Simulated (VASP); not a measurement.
A run of VASP 6.6.1 is set up as follows.

INCAR

```
  PREC = Accurate
  ENCUT = 520
  EDIFF = 1E-7
  ISMEAR = -1
  SIGMA = 0.1
  LREAL = Auto
  LASPH = True
  NELM = 100
  ALGO = Normal
  ISIF = 2
  LWAVE = False
  LCHARG = False
  GGA = PE
  NBANDS = 64
```

KPOINTS

```
Automatic mesh
0
Gamma
  1 1 1
```

File POSCAR:

```
Al27O
1.0
    8.5913470000      0.0000000000      0.0000000000
    0.0000000000      8.5913470000      0.0000000000
    0.0000000000      0.0000000000     17.0500000000
Al O
27 1
Direct
    0.0000000000      0.0000000000      0.0586510264
    0.3333353897      0.0000000000      0.0586510264
    0.6666707793      0.0000000000      0.0586510264
    0.0000000000      0.3333353897      0.0586510264
    0.3333353897      0.3333353897      0.0586510264
    0.6666707793      0.3333353897      0.0586510264
    0.0000000000      0.6666707793      0.0586510264
    0.3333353897      0.6666707793      0.0586510264
    0.6666707793      0.6666707793      0.0586510264
    0.1830329982      0.1838943300      0.1711730205
    0.5190222208      0.1488823580      0.1637771261
    0.8375287368      0.1777951700      0.1762580645
    0.1544810144      0.5119686121      0.1744457478
    0.5306036411      0.5135050418      0.1627624633
    0.8553257132      0.4906099125      0.1711260997
    0.1664465421      0.8452807226      0.1694428152
    0.5017839461      0.8244108869      0.1762580645
    0.8428014839      0.8400894528      0.1756246334
   -0.0303910435     -0.0236051460      0.3095777126
    0.2935395346     -0.1393844295      0.3219530792
    0.5312670993      0.0186233893      0.3490791789
    0.0125358689      0.2874636538      0.3458064516
    0.3260257094      0.3257463585      0.2972844575
    0.6940820805      0.3326719314      0.3093372434
    0.0118374918      0.6307858360      0.2843225806
    0.4472406946      0.6210667547      0.3120058651
    0.7112970760      0.7925066931      0.3166979472
    0.5045192564      0.2232711588      0.3148152493
```

Potentials or basis: VASP PAW PBE potentials, release 64 (Al, O).

Command:

```bash
$ cat potpaw_PBE.64/Al/POTCAR potpaw_PBE.64/O/POTCAR > POTCAR
$ mpirun -np 1 vasp_gam > vasp.out
```

(1) Estimate the band gap on the k mesh.

(2) What does it give for the largest force?

## Answers

(1) none (metal or under the smearing width).

(2) 2.138 eV/Å.

Caveat: an odd number of electrons without spin polarisation forces a metal; a magnetic or distorted state may lie lower.
